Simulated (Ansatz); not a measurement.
**AlNi: energy along a strain**

AlNi, P4/mmm, a = 2.889 Å, c = 2.901 Å. The structure is a Materials Project entry; whether it is the stable form wasn't checked. Ansatz: PBE, PAW, 420 eV, Γ-centred 20×20×20 mesh on 2 atoms, Gaussian smearing 0.15 eV; no spin polarisation. Cell vectors (Å): 2.043 -2.043 0.000; 2.043 2.043 0.000; 0.000 0.000 2.901. The cell is strained by x per cent times the pattern (1 1 0 0 0 0) in the order xx yy zz yz xz xy (engineering shears), with fractional coordinates held. y is the free energy over the start, V0 = 12.107 Å³/atom.

```
x (%) y (meV/atom)
-2.00         11.26
-1.50          6.33
-1.00          2.84
-0.50             ?
 0.00          0.00
 0.50          0.55
 1.00          2.34
 1.50          5.32
 1.75          7.25
 2.00          9.46
```

Task: Fit y = c1 x + c2 x² + c3 x³ to the other rows, get the stiffness along the pattern, and predict the missing energy.

Result: Least squares on the rows shown. y = −0.1855 x + 2.590 x² − 0.06630 x³. The clamped-ion stiffness p·C·p = 2 × 25.90 eV × 160.2 / 12.107 Å³ = 685 GPa; c1 is there for the stress left in the start, which by itself gives a slope of -0.19 meV/atom per %. At x = -0.50 the fit asked for gives 0.75 meV/atom. The run gave 0.75 meV/atom, the same to the digits shown.

Cost: 10 runs of about 1.7 core-minutes in all, on AMD EPYC 7R43 (Zen 3) (shared hosts).

The stiffness of 685 GPa is a biaxial combination, C11 + C22 + 2C12, not a single elastic constant. It is large because stretching both in-plane axes at fixed c changes the volume, so the strain works against the electron gas and the Ni d–Al sp bonding together. Compression costs more than expansion at every matched pair of strains. At small strain this asymmetry comes mostly from the residual slope; by the ends of the range the cubic term, the usual anharmonic stiffening as ion cores and electrons are squeezed together, has overtaken it.

Ordered AlNi is known as a cubic CsCl-type phase, so the slight elongation along c is probably left over from an incomplete relaxation. The negative slope, which favours in-plane expansion, fits that reading. With one Al and one Ni in this space group, both atoms sit on inversion centres, so the clamped-ion value is also the relaxed-ion one. The curve doesn't probe the volume-conserving tetragonal shear, the soft direction relevant to martensitic instability in this alloy family.
